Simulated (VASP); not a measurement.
# BaTiO3 (P4mm) in VASP: a series of runs

Runs on BaTiO3. Level: PBE. Tasks: single point.

All numbers are computed with VASP 6.6.1; they aren't measurements. Logs are shortened: lines on timing, memory, paths and dates and some standing lists are left out, and cuts for length are marked.

### Step 1. The crystal as given

The structure is tetragonal, space group P4mm (No. 99). The conventional cell has a = 4.000 Å, b = 4.000 Å, c = 4.018 Å, α = 90.00°, β = 90.00°, γ = 90.00°. Ba (site symmetry 4mm) is surrounded by 12 O at 2.79 to 2.88 Å. Ti (site symmetry 4mm) has 6 O at 1.89 to 2.13 Å as nearest neighbours. Around O (site symmetry 2mm) lie 2 Ti at 2.00 Å. O (site symmetry 4mm) is surrounded by 2 Ti at 1.89 to 2.13 Å.

### Step 2. Single point, PBE

INCAR

```
SYSTEM = BaTiO3
PREC = Accurate ; ENCUT = 460
EDIFF = 0.001 ; ISMEAR = 0
SIGMA = 0.05 ; LREAL = .False.
LASPH = .True. ; NELM = 100
ALGO = Normal ; ISIF = 2
LWAVE = .False. ; LCHARG = .False.
GGA = PE ; NBANDS = 28
ADDGRID = .False.
```

KPOINTS

```
regular mesh
0
Gamma
  5 5 5
  0 0 0
```

POSCAR

```
BaTiO3
1.0
    3.9998000000      0.0000000000      0.0000000000
    0.0000000000      3.9998000000      0.0000000000
    0.0000000000      0.0000000000      4.0180000000
Ba Ti O
1 1 3
Direct
    0.0050340000     -0.0151990000     -0.0081960000
    0.5109990000      0.5026790000      0.4796360000
   -0.0079330000      0.4990990000      0.5319510000
    0.5087000000     -0.0034200000      0.5100070000
    0.5274750000      0.4823970000      0.0100750000
```

Potentials or basis: VASP PAW PBE potentials, release 64 (Ba_sv, Ti_sv, O).

The run is started by

```console
$ cat potpaw_PBE.64/Ba_sv/POTCAR potpaw_PBE.64/Ti_sv/POTCAR potpaw_PBE.64/O/POTCAR > POTCAR
$ mpirun -np 1 vasp_std > vasp.out
```

OUTCAR:

```text
SYSTEM = BaTiO3
   PREC = Accurate
   ENCUT = 460
   EDIFF = 0.001
   ISMEAR = 0
   LREAL = .False.
   LASPH = .True.
   NELM = 100
   ISIF = 2
   GGA = PE

 Found     63 irreducible k-points:

 Following reciprocal coordinates:
            Coordinates               Weight
  0.000000  0.000000  0.000000      1.000000
  0.200000  0.000000  0.000000      2.000000
  0.000000  0.200000  0.000000      2.000000
  0.400000  0.000000  0.000000      2.000000
  0.000000  0.400000  0.000000      2.000000
  0.200000  0.200000  0.000000      2.000000
   k-points           NKPTS =     63   k-points in BZ     NKDIM =     63   number of bands    NBANDS=     28
   number of dos      NEDOS =    301   number of ions     NIONS =      5
   total plane-waves  NPLWV =  21952
   dimension x,y,z NGX =    28 NGY =   28 NGZ =   28
   dimension x,y,z NGXF=    56 NGYF=   56 NGZF=   56
   ions per type =               1   1   3
   NGX,Y,Z   is equivalent  to a cutoff of  11.64, 11.64, 11.59 a.u.
   NGXF,Y,Z  is equivalent  to a cutoff of  23.28, 23.28, 23.17 a.u.
 SYSTEM =  BaTiO3
   PREC   = accura    normal or accurate (medium, high low for compatibility)
   ISTART =      0    job   : 0-new  1-cont  2-samecut
   ICHARG =      2    charge: 1-file 2-atom 10-const
   ISPIN  =      1    spin polarized calculation?
   LNONCOLLINEAR =      F non collinear calculations
   LSORBIT =      F    spin-orbit coupling
   LASPH  =      T    aspherical Exc in radial PAW
   ENCUT  =  460.0 eV  33.81 Ry    5.81 a.u.   6.99  6.99  7.03*2*pi/ulx,y,z
   NELM   =    100;   NELMIN=  2; NELMDL= -5     # of ELM steps
   EDIFF  = 0.1E-02   stopping-criterion for ELM
   LREAL  =      F    real-space projection
   EDIFFG = 0.1E-01   stopping-criterion for IOM
   NSW    =      0    number of steps for IOM
   IBRION =     -1    ionic relax: 0-MD 1-quasi-New 2-CG
   NFREE  =      0    steps in history (QN), initial steepest desc. (CG)
   ISIF   =      2    stress and relaxation
   ISYM   =      2    0-nonsym 1-usesym 2-fastsym
   POTIM  = 0.5000    time-step for ionic-motion
   TEBEG  =    0.0;   TEEND  =   0.0 temperature during run
   PSTRESS=    0.0 pullay stress
   NELECT =      40.0000    total number of electrons
   NUPDOWN=      -1.0000    fix difference up-down
   EMIN   =  10.00;   EMAX   =-10.00  energy-range for DOS
   EFERMI =   0.00;   METHOD = LEGACY
   ISMEAR =     0;   SIGMA  =   0.05  broadening in eV -4-tet -1-fermi 0-gaus
   EFERMI_NEDOS =   21; number of points for ismear=-14 and -15
   IALGO  =     38    algorithm
   IMIX   =      4    mixing-type and parameters
     AMIX     =   0.40;   BMIX     =  1.00
     AMIX_MAG =   1.60;   BMIX_MAG =  1.00
  volume/ion in A,a.u.               =      12.86        86.76
  Fermi-wavevector in a.u.,A,eV,Ry     =   1.397653  2.641181 26.578078  1.953434
  Thomas-Fermi vector in A             =   2.520888
   LORBIT       =      0    0 simple, 1 ext, 2 COOP (PROOUT), +10 PAW based schemes
   GGA     = PE    functional components
   LHFCALC =     F    Hartree Fock is set to
   AEXX    =    0.0000 exact exchange contribution
   IVDW    =     0    specifies the selected vdW correction
   LEPSILON=     F    determine dielectric tensor
   LRPA    =     F    only Hartree local field effects (RPA)
 non-spin polarized calculation
 Gauss-broadening in eV      SIGMA  =   0.05
  energy-cutoff  :      460.00
  volume of cell :       64.28
 maximum number of plane-waves:      1450
   NGX = 13   NGY = 13   NGZ = 15

 number of electron      39.9999995 magnetization

 Free energy of the ion-electron system (eV)
  ---------------------------------------------------
  ext. energy  EPLUGINS =         0.00000000
  ---------------------------------------------------
  free energy    TOTEN  =       -39.88332357 eV

  energy without entropy =      -39.88332357  energy(sigma->0) =      -39.88332357

 E-fermi :   3.9899     XC(G=0): -11.2395

 val. band max:        3.6797706706   @ k =  -0.4000   0.4000   0.4000
 cond. band min:       5.7044137535   @ k =   0.0000   0.0000   0.0000
 fundamental gap:      2.0246430829
 Fermi energy:         3.9899237051

 k-point     1 :       0.0000    0.0000    0.0000
  band No.  band energies     occupation
      1     -52.7092      2.00000
      2     -28.9528      2.00000
      3     -28.9374      2.00000
      4     -28.9254      2.00000
      5     -21.0100      2.00000
      6     -13.0770      2.00000
[... 20 lines left out ...]
     27       8.9532      0.00000
     28      11.0739      0.00000

 k-point     2 :       0.2000    0.0000    0.0000
  band No.  band energies     occupation
      1     -52.7090      2.00000
      2     -28.9562      2.00000
      3     -28.9512      2.00000
      4     -28.9248      2.00000
      5     -20.9694      2.00000
      6     -13.1189      2.00000
[... 20 lines left out ...]
     27       9.6415      0.00000
     28      11.9709      0.00000

 k-point     3 :       0.0000    0.2000    0.0000
  band No.  band energies     occupation
      1     -52.7090      2.00000
      2     -28.9522      2.00000
      3     -28.9437      2.00000
      4     -28.9367      2.00000
      5     -20.9686      2.00000
      6     -13.1270      2.00000
[... 20 lines left out ...]
     27       9.6287      0.00000
     28      11.9582      0.00000

 k-point     4 :       0.4000    0.0000    0.0000
  band No.  band energies     occupation
      1     -52.7084      2.00000
      2     -28.9842      2.00000
      3     -28.9507      2.00000
      4     -28.9236      2.00000
      5     -20.9019      2.00000
      6     -13.2747      2.00000
[... 20 lines left out ...]
     27      11.0889      0.00000
     28      12.1453      0.00000

 k-point     5 :       0.0000    0.4000    0.0000
  band No.  band energies     occupation
      1     -52.7084      2.00000
      2     -28.9733      2.00000
      3     -28.9509      2.00000
      4     -28.9356      2.00000
      5     -20.8998      2.00000
      6     -13.2963      2.00000
[... 20 lines left out ...]
     27      11.0330      0.00000
     28      12.0538      0.00000

 k-point     6 :       0.2000    0.2000    0.0000
  band No.  band energies     occupation
      1     -52.7086      2.00000
      2     -28.9554      2.00000
      3     -28.9506      2.00000
      4     -28.9428      2.00000
      5     -20.9328      2.00000
      6     -13.0883      2.00000
[... 20 lines left out ...]
     27      10.3185      0.00000
     28      12.1379      0.00000

 [... further k-points ...]

------------------------ aborting loop because EDIFF is reached ----------------------------------------

  FORCE on cell =-STRESS in cart. coord.  units (eV):
  Direction    XX          YY          ZZ          XY          YZ          ZX
  --------------------------------------------------------------------------------------
  -------------------------------------------------------------------------------------
  Total        1.2339805      1.3205234      1.6691307      0.0440394     -0.0248546     -0.0545037
  in kB       30.7561811     32.9132074     41.6020219      1.0976548     -0.6194841     -1.3584700
  external PRESSURE =      35.0904701 kB  Pullay stress =       0.0000000 kB

 VOLUME and BASIS-vectors are now :
 -----------------------------------------------------------------------------
  energy-cutoff  :      460.00
  volume of cell :       64.28
      direct lattice vectors                 reciprocal lattice vectors
     3.999800000  0.000000000  0.000000000     0.250012501  0.000000000  0.000000000
     0.000000000  3.999800000  0.000000000     0.000000000  0.250012501  0.000000000
     0.000000000  0.000000000  4.018000000     0.000000000  0.000000000  0.248880040

 POSITION                                       TOTAL-FORCE (eV/Angst)
 -----------------------------------------------------------------------------------
      0.02013      3.93901      3.98507         0.135411      0.362466      0.145049
      2.04389      2.01062      1.92718         0.292546     -0.203608      0.069945
      3.96807      1.99630      2.13738         0.653377     -0.073948     -0.686170
      2.03470      3.98612      2.04921        -0.355328     -0.362737     -0.224226
      2.10979      1.92949      0.04048        -0.726006      0.277826      0.695402
 -----------------------------------------------------------------------------------
    total drift:                                0.000487      0.000924     -0.004066

  FREE ENERGIE OF THE ION-ELECTRON SYSTEM (eV)
  ---------------------------------------------------
  free  energy   TOTEN  =       -39.8833235670 eV

  energy  without entropy=      -39.8833235670  energy(sigma->0) =      -39.88332357
```

Wall time 59 s (1 thread of Intel Xeon Platinum 8488C (Sapphire Rapids), shared host); peak memory 0.22 GiB.

These settings aren't checked as converged: the numbers below hold their error.

What came out:

| Item | Value |
| --- | --- |
| Free energy | -39.8833 eV |
| Pressure | 3.5 GPa |
| Largest force | 1.043 eV/Å |
| Band gap on the k mesh | 2.02 eV, indirect (least direct gap 2.16 eV) |

Caveat: the cutoff is under 1.25 times the usual one of these potentials, so pressure, stress and relaxed cells hold a basis-set (Pulay) error; spin-orbit coupling is left out, which moves the levels of the heavy elements; an odd mesh through Γ misses points on the zone boundary, where band edges often lie.

### Step 3. Single point, PBE

Edit INCAR of step 2 so:

```diff
@@ -2,3 +2,3 @@
 PREC = Accurate ; ENCUT = 460
-EDIFF = 0.001 ; ISMEAR = 0
+EDIFF = 1E-4 ; ISMEAR = 0
 SIGMA = 0.05 ; LREAL = .False.
```

KPOINTS is that of step 2.

POSCAR

```
BaTiO3
1.0
    3.9998000000      0.0000000000      0.0000000000
    0.0000000000      3.9998000000      0.0000000000
    0.0000000000      0.0000000000      4.0180000000
Ba Ti O
1 1 3
Direct
    0.0000000000      0.0000000000      0.0000000000
    0.5000000000      0.5000000000      0.4900000000
    0.0000000000      0.5000000000      0.5170000000
    0.5000000000      0.0000000000      0.5170000000
    0.5000000000      0.5000000000      0.0190000000
```

Potentials or basis: VASP PAW PBE potentials, release 64 (Ba_sv, Ti_sv, O).

The run is started by

```console
$ cat potpaw_PBE.64/Ba_sv/POTCAR potpaw_PBE.64/Ti_sv/POTCAR potpaw_PBE.64/O/POTCAR > POTCAR
$ mpirun -np 1 vasp_std > vasp.out
```

It took 20 s on 1 thread of Intel Xeon Platinum 8488C (Sapphire Rapids), shared host; peak memory 0.17 GiB.

These settings aren't checked as converged: the numbers below hold their error.

What came out:

```yaml
Free_energy: -39.9890 eV
Pressure: 3.2 GPa
Largest_force: 0.275 eV/Å
Band_gap_on_the_k_mesh: 1.93 eV, indirect (least direct gap 2.06 eV)
```

Caveat: the cutoff is under 1.25 times the usual one of these potentials, so pressure, stress and relaxed cells hold a basis-set (Pulay) error; spin-orbit coupling is left out, which moves the levels of the heavy elements; an odd mesh through Γ misses points on the zone boundary, where band edges often lie.

### Step 4. The reference run

An earlier run on the cell as given: functional PBEsol; potentials or basis VASP PAW PBE potentials, release 64 (Ba_sv, Ti_sv, O); cutoff 520 eV; k mesh 7 × 7 × 7; occupations fermi-dirac, width 0.05 eV; no spin polarisation.

- Pressure: -2.0 GPa
- Largest force: 0.323 eV/Å
- Band gap on the k mesh: 1.82 eV, indirect (least direct gap 2.02 eV)
